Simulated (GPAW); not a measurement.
## CuO: band structure with BEEF-vdW

CuO:

```
Cu O
1.0
     3.42205    0.00000    0.00000
     0.00000    3.42205    0.00000
     0.00000    0.00000    4.26046
Cu O
2 2
Direct
  0.00000 0.50000 0.00000
  0.50000 0.00000 0.50000
  0.00000 0.00000 0.25000
  0.00000 0.00000 0.75000
```

Measurements of this composition are mostly on another form, of space group No. 15.

* Program: GPAW 26.7.0
* Task: band structure
* Functional: BEEF-vdW
* Potentials or basis: GPAW PAW data sets (gpaw-data 1.2.1)
* Cutoff: 800 eV
* Basis: pw
* k mesh: 6 × 6 × 5
* Occupations: fermi-dirac, width 0.05 eV
* Spin: no spin polarisation
* Maxiter: 150
* Band path: GXMGZRAZ,XR,MA
* Band points: 100

```yaml
Band_gap_along_the_path: none (metal or under the smearing width)
```

Levels at the corners of the path, in eV from the Fermi level:
```csv
point,band 13,band 14,band 15,band 16,band 17,band 18,band 19,band 20,band 21
Γ,-2.25,-2.21,-1.24,0.48,0.66,0.69,0.69,6.43,7.40
X,-2.30,-1.78,-1.71,-1.70,0.59,0.98,3.94,4.37,6.74
M,-2.22,-2.09,-1.75,-1.48,-1.48,1.08,1.34,8.07,8.07
Γ,-2.25,-2.21,-1.24,0.48,0.66,0.69,0.69,6.43,7.40
Z,-1.89,-1.89,-1.59,-1.59,0.01,0.01,2.43,2.43,10.09
R,-2.30,-2.15,-1.83,-1.77,-0.69,0.45,4.10,5.29,6.14
A,-1.77,-1.77,-1.57,-1.57,-1.10,-1.10,3.77,3.77,8.50
Z,-1.89,-1.89,-1.59,-1.59,0.01,0.01,2.43,2.43,10.09
X,-2.30,-1.78,-1.71,-1.70,0.59,0.98,3.94,4.37,6.74
R,-2.30,-2.15,-1.83,-1.77,-0.69,0.45,4.10,5.29,6.14
M,-2.22,-2.09,-1.75,-1.48,-1.48,1.08,1.34,8.07,8.07
A,-1.77,-1.77,-1.57,-1.57,-1.10,-1.10,3.77,3.77,8.50
```

It took 3 min on 1 thread of Intel(R) Xeon(R) Platinum 8259CL CPU @ 2.50GHz (Skylake/Cascade Lake) (shared host), peak memory 0.55 GiB.

Caveat: the run has no spin polarisation, though such a crystal can be magnetic; semilocal functionals often make such compounds metallic where correlation or magnetic order opens a gap, which also shifts bond lengths.
